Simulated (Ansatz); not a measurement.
# SiC (F-43m): how far a G0W0 gap depends on its settings

Aim: test how the G0W0 gap of SiC built on the database structure prototype moves with the number of bands, the screening cutoff and the other choices.

Code: Ansatz 0.2.0. G0W0, plane waves. No spin polarisation and no zero-point or thermal motion.

**1. The cell**

The cell was relaxed beforehand with r2SCAN.

The symmetry is F-43m (No. 216, cubic); conventional cell a = 4.356 Å, 10.33 Å³ an atom. Around Si lie 4 C at 1.89 Å; around C lie 4 Si at 1.89 Å.

Coordinates:

```cif
data_structure
_symmetry_space_group_name_H-M 'F-43m'
_symmetry_Int_Tables_number 216
_cell_length_a 4.3561
_cell_length_b 4.3561
_cell_length_c 4.3561
_cell_angle_alpha 90.000
_cell_angle_beta 90.000
_cell_angle_gamma 90.000
_cell_volume 82.66
loop_
_atom_site_label
_atom_site_type_symbol
_atom_site_symmetry_multiplicity
_atom_site_Wyckoff_symbol
_atom_site_fract_x
_atom_site_fract_y
_atom_site_fract_z
_atom_site_occupancy
Si1 Si 4 d 0.25000 0.25000 0.75000 1
C1 C 4 a 0.00000 0.00000 0.00000 1
```

**2. 33 empty bands, 80 eV**

Contents of input.yaml:

```yaml
crystal:
  lattice:
    - [0.0, 2.1780497569, 2.1780497569]
    - [2.1780497569, 0.0, 2.1780497569]
    - [2.1780497569, 2.1780497569, 0.0]
  atoms:
    - { symbol: Si, position: [0.25, 0.25, 0.25] }
    - { symbol: C, position: [0.0, 0.0, 0.0] }
kpoints:
  mp_grid: { grid: [6, 6, 6] }
hamiltonian:
  xc: pbe
scf:
  occupations: { method: fixed }
gw:
  n_empty_bands: 33
  ecut_chi: 80
  qp_bands: [v2, c2]
  qp_kpoints: band_edges
  screening: { model: contour_deformation }
```

Run with:

```sh
$ ansatz run input.yaml --threads 2 --pin off --max-ram 3686MiB --backend cpu --events-out ev --progress --plain --runs-dir out
```

What it wrote, shortened:

```text
Warning: RAYON_NUM_THREADS=2 ignored (pool sized by the plan → 2); use --threads N
[...]
Pseudopotentials: kind: paw
Pseudopotential: Si, paw, valence charge 4, recommended cutoff 420 eV (normal), Si.paw.azcp
Pseudopotential: C, paw, valence charge 4, recommended cutoff 420 eV (normal), C.paw.azcp
Functional definition: PBE
[...]
Crystal: 2 atoms, lattice volume = 20.665 Å³
Basis set: ecut = 420 eV, 411 PW (Γ)
Bands: 8, of which v1, the nominal top of the filled ones, is band 4 counted from 1 (3 counted from 0)
Symmetry: 24 space group operations
Space group: F-43m (ITA 216), of the structure as read, at distance tolerance 2.7e-5 Å
k-points: 16 of 216 (time reversal used)
[...]
     8     6     17.0907    -8.5303    -5.1737   -14.5578  0.7867    17.9515    17.9445  root
     9     3      6.8921   -18.4845     3.1122   -14.9079  0.7787     6.4255     6.4278  root
     9     4      6.8921   -18.4845     3.1122   -14.9079  0.7787     6.4255     6.4278  root
     9     5     12.1382    -7.1453    -4.0917   -11.7243  0.8166    12.6269    12.6254  root
     9     6     14.7177    -7.2076    -4.4296   -12.3108  0.8177    15.3946    15.3913  root
    12     3      6.3130   -18.5980     3.2883   -14.8014  0.7733     5.8016     5.8047  root
    12     4      6.3130   -18.5980     3.2883   -14.8014  0.7733     5.8016     5.8047  root
    12     5     10.8559    -7.1432    -3.7962   -11.3506  0.8192    11.2681    11.2672  root
    12     6     13.8284    -7.4344    -4.2583   -12.3194  0.8216    14.4577    14.4551  root
```

It took 4.4 s on 2 threads of Arm Neoverse V1, shared host; peak memory 0.26 GiB.

On its 6×6×6 mesh the gap goes from 1.35 eV (PBE) to 1.95 eV, a shift of +0.60 eV, with 33 empty bands and a screening cutoff of 80 eV. The renormalisation factors Z of the two edge bands lie between 0.77 and 0.82.

**3. 77 empty bands, 140 eV**

Changes to input.yaml since step 2:

```diff
@@ -15,4 +15,4 @@
 gw:
-  n_empty_bands: 33
-  ecut_chi: 80
+  n_empty_bands: 77
+  ecut_chi: 140
   qp_bands: [v2, c2]
```

Run with:

```sh
$ ansatz run input.yaml --threads 2 --pin off --max-ram 3686MiB --backend cpu --events-out ev --progress --plain --runs-dir out
```

What it wrote:

```text
Warning: RAYON_NUM_THREADS=2 ignored (pool sized by the plan → 2); use --threads N
Engine: ansatz 0.2.0, aarch64-unknown-linux-gnu
[... 4 set-up lines as earlier in the session ...]
  parameter kappa = 0.804
  parameter beta = 0.06672455060314922
  exchange = pbe_x(kappa = kappa, mu = beta*pi^2/3)
  correlation = pbe_c(beta = beta)
Crystal: 2 atoms, lattice volume = 20.665 Å³
Basis set: ecut = 420 eV, 411 PW (Γ)
Bands: 8, of which v1, the nominal top of the filled ones, is band 4 counted from 1 (3 counted from 0)
[... 2 set-up lines as earlier in the session ...]
k-points: 16 of 216 (time reversal used)
Non-local potential: Si, projectors of the file, l = 0: 2, l = 1: 2, l = 2: 2
Non-local potential: C, projectors of the file, l = 0: 2, l = 1: 2, l = 2: 1
PAW form: soft (Blöchl's): semilocal exchange-correlation on the pseudo side does not see the compensation charge
PAW one-centre angular grid: Si, 110 points (default); XC on 64 Gauss nodes
PAW one-centre angular grid: C, 110 points (default); XC on 64 Gauss nodes
Initial density: superposition of atomic densities (neutral atoms: chi_scale 0, normalization atom), corrected by the library's trained network
Initial wavefunctions: pseudopotential atomic-orbital guess
Functional: x = pbe(κ = 0.804, μ = 0.2195149727645171), c = pbe(β = 0.06672455060314922)
SCF iter   1: F=—  HF=-887.145753 eV  |F-HF|=—  |Δ(HF+E_count)|=         —  Δρ=1.81e-3  dr2=6.11e-4  ethr=1.77e-3  ⟨swp⟩=4.5  Hψ=898  notcnv=0  defer=23
preconditioner: auto → none  [insulator: Δε(μ)=1.335 eV  Ē_g=14.051 eV  n_scr=0 (ndim 8)  ℏωp=23.1 eV  f_vac=0.000  ε∞_Penn≈3.7]
SCF iter   2: F=—  HF=-887.145830 eV  |F-HF|=—  |Δ(HF+E_count)|=   7.69e-5  Δρ=7.13e-4  dr2=5.86e-5  ethr=7.63e-6  ⟨swp⟩=2.2  Hψ=350  notcnv=0  defer=27
SCF iter   3: F=—  HF=-887.145847 eV  |F-HF|=—  |Δ(HF+E_count)|=   1.66e-5  Δρ=3.36e-4  dr2=4.70e-6  ethr=7.32e-7  ⟨swp⟩=2.8  Hψ=195  notcnv=0  defer=17
SCF iter   4: F=—  HF=-887.145872 eV  |F-HF|=—  |Δ(HF+E_count)|=   2.55e-5  Δρ=3.90e-5  dr2=2.91e-7  ethr=5.88e-8  ⟨swp⟩=2.0  Hψ=198  notcnv=0  defer=29
iter 5 did not close the SCF: its close was put off for the readings that it lacked (scf_convergence_deferred on its scf_iter line)
SCF iter   5: F=-887.145872 eV  HF=-887.145872 eV  |F-HF|=1.94e-9  |Δ(HF+E_count)|=   7.55e-8  Δρ=3.47e-6  dr2=1.20e-9  ethr=3.63e-9  ⟨swp⟩=2.3  Hψ=185  notcnv=0  defer=29
SCF iter   6: F=-887.145872 eV  HF=-887.145872 eV  |F-HF|=2.61e-12  |Δ(HF+E_count)|=   2.41e-9  Δρ=2.27e-7  dr2=6.61e-12  ethr=1.50e-11  ⟨swp⟩=3.4  Hψ=662  notcnv=0
SCF 1 converged in 6 iterations: F = -887.145872 eV  dr2 = 6.61e-12
NSCF: frozen V_eff on 16 k-points
G₀W₀ screening: q 1/16
G₀W₀ screening: q 2/16 (q-point 6)
G₀W₀ screening: q 3/16 (q-point 7)
G₀W₀ screening: q 4/16 (q-point 8)
G₀W₀ screening: q 5/16 (q-point 11)
G₀W₀ screening: q 6/16 (q-point 14)
G₀W₀ screening: q 7/16 (q-point 15)
G₀W₀ screening: q 8/16 (q-point 9)
G₀W₀ screening: q 9/16 (q-point 12)
G₀W₀ screening: q 10/16 (q-point 16)
G₀W₀ screening: q 11/16 (q-point 2)
G₀W₀ screening: q 12/16 (q-point 3)
G₀W₀ screening: q 13/16 (q-point 5)
G₀W₀ screening: q 14/16 (q-point 10)
G₀W₀ screening: q 15/16 (q-point 4)
G₀W₀ screening: q 16/16 (q-point 13)
G₀W₀ self-energy: k 1/9
G₀W₀ self-energy: k 2/9
G₀W₀ self-energy: k 3/9
G₀W₀ self-energy: k 4/9
G₀W₀ self-energy: k 5/9
G₀W₀ self-energy: k 6/9
G₀W₀ self-energy: k 7/9
G₀W₀ self-energy: k 8/9
G₀W₀ self-energy: k 9/9
NSCF: frozen V_eff on 1 k-points
NSCF: frozen V_eff on 1 k-points
SCF converged after 6 iterations
Free energy (F): -887.145872 eV
Harris-Foulkes:  -887.145872 eV  (|F-HF|=2.61e-12)
Internal energy: -887.145872 eV  (E = F + TS)
E sigma→0 (E₀):  -887.145872 eV
Fermi energy:    9.503614 eV
--- Per-component energies (eV) ---
  E_band       = 28.851506
  E_kinetic    = 135.863265
  E_local      = -104.404022  (includes V_loc(G=0)·N_el)
  E_nonlocal   = 51.850084
  E_hartree    = 32.089725
  E_xc         = -105.529283
  E_vxc        = -109.404447  (∫ρ·V_xc dr)
  E_paw        = -612.107628  (= ΣΔE_a)
  E_vpaw       = -9.232814  (= ΣTr[D̂ρ^β])
  E_aug_tail   = 0.000014  (compensation charges beyond the density's cutoff)
  E_ewald      = -284.908026
  E_smearing   = -0.000000  (= −TS)
  E_closure    = -0.000000  (closes the sum)
  Σ components = -887.145872   (vs F -887.145872, Δ=0.00e0)
--- Band table (eV; the first three rows and the last of 16) ---
  k-point 0: bands = ["-5.9139", "9.5036", "9.5036", "9.5036", "15.7313", "16.8159", "16.8159", "16.8159"]
  k-point 1: bands = ["-5.3739", "7.1307", "9.1736", "9.1736", "15.8470", "17.3332", "17.3332", "17.8577"]
  k-point 2: bands = ["-3.8451", "3.3222", "8.6590", "8.6590", "15.1918", "17.1485", "17.1485", "19.4186"]
  k-point 15: bands = ["-0.7170", "2.2080", "4.9906", "5.1157", "13.4940", "16.5997", "20.3352", "21.7176"]
--- G₀W₀: contour deformation, 7 samples at zero and on the imaginary axis and 2 off it, 216 q-points, 77 empty bands' worth ---
  eigenvalues of the whole cell's RPA ε∞ on this k-mesh (on a slab, of 1 + 4πα/V) = 7.1446, 7.1446, 7.1446; static W/v taken at q = 0 is 0.139966
  bands read: the sum over 81 bands ends inside a degenerate multiplet in 3 slots, whose members it reads at an even weight; the widest, k=0: bands 80 to 82 (counted from 1) at 2/3 each
  gw.qp_kpoints: band_edges: 9 of 16 stored k-points solved, in 1 pass; an edge of the gap read off the rows below is read off those points alone
    valence top: of the k-points left out ik 7 came nearest to being solved in a further pass, in band 4 (counted from 1, as in the quasiparticle table): it holds the edge there only if its correction is more favourable than any solved in that band by at least 1.152 eV; those differ by 0.227 eV
    conduction bottom: of the k-points left out ik 10 came nearest to being solved in a further pass, in band 5 (counted from 1, as in the quasiparticle table): it holds the edge there only if its correction is more favourable than any solved in that band by at least 1.373 eV; those differ by 0.361 eV
    ik  band        ε_KS         Σx   Σc(E_QP)       V_xc       Z   E_QP_lin       E_QP  E_QP is
     0     3      9.5036   -18.3553     2.0478   -15.7308  0.7897     8.9245     8.9268  root
     0     4      9.5036   -18.3553     2.0478   -15.7308  0.7897     8.9245     8.9268  root
     0     5     15.7313    -9.6176    -5.2720   -15.4183  0.7817    16.2628    16.2599  root
     0     6     16.8159    -8.0614    -5.1916   -13.8611  0.7974    17.4275    17.4240  root
     1     3      9.1736   -18.3844     2.1260   -15.6556  0.7887     8.5683     8.5709  root
     1     4      9.1736   -18.3844     2.1260   -15.6556  0.7887     8.5683     8.5709  root
     1     5     15.8470    -8.8247    -5.1218   -14.4825  0.7933    16.3856    16.3830  root
     1     6     17.3332    -7.8689    -5.3770   -13.8715  0.7919    17.9626    17.9588  root
     2     3      8.6590   -18.5393     2.2892   -15.6062  0.7863     8.0118     8.0150  root
     2     4      8.6590   -18.5393     2.2892   -15.6062  0.7863     8.0118     8.0150  root
     2     5     15.1918    -8.9851    -4.9267   -14.4396  0.8003    15.7218    15.7195  root
     2     6     17.1485    -7.0357    -5.3125   -12.9203  0.7952    17.7235    17.7206  root
     3     3      8.4498   -18.6321     2.3632   -15.6088  0.7851     7.7863     7.7898  root
     3     4      8.4498   -18.6321     2.3632   -15.6088  0.7851     7.7863     7.7898  root
     3     5     14.9401    -9.1314    -4.8654   -14.5240  0.8018    15.4694    15.4673  root
     3     6     16.7312    -6.7774    -5.1871   -12.5043  0.7996    17.2735    17.2709  root
     4     3      8.3946   -18.2753     2.3252   -15.2822  0.7857     7.7230     7.7266  root
     4     4      8.3946   -18.2753     2.3252   -15.2822  0.7857     7.7230     7.7266  root
     4     5     15.0479    -7.8070    -4.8518   -13.1214  0.8047    15.5123    15.5105  root
     4     6     16.8451    -8.5965    -5.4077   -14.6315  0.7828    17.4755    17.4723  root
     6     3      6.7273   -18.5452     2.8069   -14.9792  0.7737     5.9617     5.9682  root
     6     4      7.7503   -18.5009     2.5360   -15.2520  0.7816     7.0328     7.0373  root
     6     5     14.3406    -7.1445    -4.7441   -12.3144  0.8077    14.7679    14.7664  root
     6     6     17.3313    -8.2072    -5.3692   -14.1783  0.7875    17.9366    17.9332  root
     8     3      7.0667   -18.1147     2.6451   -14.7206  0.7781     6.3121     6.3178  root
     8     4      9.1266   -18.5400     2.1478   -15.7891  0.7882     8.5209     8.5235  root
     8     5     16.5385    -7.8574    -5.2329   -13.6761  0.7914    17.1276    17.1243  root
     8     6     17.0907    -8.5303    -5.4686   -14.5578  0.7826    17.6524    17.6496  root
     9     3      6.8921   -18.4845     2.8040   -14.9079  0.7755     6.1132     6.1196  root
     9     4      6.8921   -18.4845     2.8040   -14.9079  0.7755     6.1132     6.1196  root
     9     5     12.1382    -7.1453    -4.2851   -11.7243  0.8152    12.4326    12.4320  root
     9     6     14.7177    -7.2076    -4.6530   -12.3108  0.8160    15.1693    15.1679  root
    12     3      6.3130   -18.5980     2.9931   -14.8014  0.7701     5.5018     5.5095  root
    12     4      6.3130   -18.5980     2.9931   -14.8014  0.7701     5.5018     5.5095  root
    12     5     10.8559    -7.1432    -3.9830   -11.3506  0.8178    11.0807    11.0803  root
    12     6     13.8284    -7.4344    -4.4744   -12.3194  0.8202    14.2401    14.2390  root
```

It took 11 s on 2 threads of Arm Neoverse V1, shared host; peak memory 0.29 GiB.

With 77 empty bands and 140 eV for the screening, the 6×6×6 mesh shows 1.35 eV for PBE and 2.15 eV for the quasiparticles (+0.80 eV). The renormalisation factors Z of the two edge bands lie between 0.77 and 0.82.

**4. 142 empty bands, 210 eV**

Changes to input.yaml since step 3:

```diff
@@ -15,4 +15,4 @@
 gw:
-  n_empty_bands: 77
-  ecut_chi: 140
+  n_empty_bands: 142
+  ecut_chi: 210
   qp_bands: [v2, c2]
```

Run with:

```sh
$ ansatz run input.yaml --threads 2 --pin off --max-ram 3686MiB --backend cpu --events-out ev --progress --plain --runs-dir out
```

What it wrote, shortened:

```text
Warning: RAYON_NUM_THREADS=2 ignored (pool sized by the plan → 2); use --threads N
[...]
[... 4 set-up lines as earlier in the session ...]
[...]
Crystal: 2 atoms, lattice volume = 20.665 Å³
Basis set: ecut = 420 eV, 411 PW (Γ)
[...]
     9     5     12.1382    -7.1453    -4.3643   -11.7243  0.8149    12.3532    12.3528  root
     9     6     14.7177    -7.2076    -4.7386   -12.3108  0.8157    15.0833    15.0823  root
    12     3      6.3130   -18.5980     2.8615   -14.8014  0.7692     5.3671     5.3780  root
    12     4      6.3130   -18.5980     2.8615   -14.8014  0.7692     5.3671     5.3780  root
    12     5     10.8559    -7.1432    -4.0614   -11.3506  0.8175    11.0021    11.0019  root
    12     6     13.8284    -7.4344    -4.5570   -12.3194  0.8198    14.1571    14.1565  root
```

Run time: 33 s. Hardware: 2 threads of Arm Neoverse V1, shared host; peak memory 0.35 GiB.

With 142 empty bands and 210 eV for the screening, the 6×6×6 mesh shows 1.35 eV for PBE and 2.25 eV for the quasiparticles (+0.90 eV). The renormalisation factors Z of the two edge bands lie between 0.77 and 0.82.

[end of part 1 of 3]
